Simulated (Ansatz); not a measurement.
Cs2AgBiBr6:

```
Bi Cs Ag Br
1.0
     0.00000    5.61610    5.61610
     5.61610    0.00000    5.61610
     5.61610    5.61610    0.00000
Bi Cs Ag Br
1 2 1 6
Direct
  0.00000 0.00000 0.00000
  0.75000 0.75000 0.75000
  0.25000 0.25000 0.25000
  0.50000 0.50000 0.50000
  0.74945 0.74945 0.25055
  0.25055 0.25055 0.74945
  0.74945 0.25055 0.25055
  0.74945 0.25055 0.74945
  0.25055 0.74945 0.74945
  0.25055 0.74945 0.25055
```

* Program: Ansatz 0.2.0
* Task: single point
* Functional: PBE
* Potentials or basis: Ansatz PAW
* Cutoff: 420 eV (not typed: the program's choice for these potentials)
* k mesh: 4 × 4 × 4
* Occupations: fermi-dirac, width 0.05 eV
* Spin: no spin polarisation

On this cell: pressure 1.9 GPa; largest force 0.290 eV/Å; band gap on the k mesh 1.26 eV, indirect (least direct gap 2.47 eV).

The same run follows on a disturbed copy (atoms moved at random, drawn with an rms of 0.05 Å):

```
Bi Cs Ag Br
1.0
     0.00000    5.61610    5.61610
     5.61610    0.00000    5.61610
     5.61610    5.61610    0.00000
Bi Cs Ag Br
1 2 1 6
Cartesian
  0.0306 0.0328 0.0251
  8.4648 8.4099 8.3889
  2.8272 2.8437 2.8540
  5.5899 5.6636 5.6202
  5.6345 5.6047 8.4106
  5.6177 5.6342 2.8553
  2.8140 5.6118 5.6334
  5.6051 8.4326 5.6673
  8.3975 5.6324 5.6045
  5.5996 2.7827 5.6232
```

Task: What does the disturbed cell give?

Result: The energy moves by +2.0 meV/atom; pressure 1.9 GPa; largest force 0.621 eV/Å; band gap on the k mesh 1.24 eV, indirect (least direct gap 2.45 eV).

Forces on the atoms (eV/Å):
```
Bi  -0.332 -0.292 -0.083
Cs  -0.022  0.015  0.034
Cs  -0.008 -0.016 -0.023
Ag   0.094 -0.068  0.047
Br   0.004 -0.014 -0.124
Br  -0.002 -0.002  0.143
Br   0.351  0.002  0.007
Br  -0.004 -0.226 -0.004
Br  -0.103 -0.021  0.007
Br   0.024  0.621 -0.006
```

Stress tensor (GPa, compression positive):
```
 1.81 -0.01 -0.01
-0.01  2.19  0.00
-0.01  0.00  1.64
```

Caveats: spin-orbit coupling is left out, which as a rule narrows the gap of such compounds by several tenths of an eV.

A k mesh can miss the band edges.
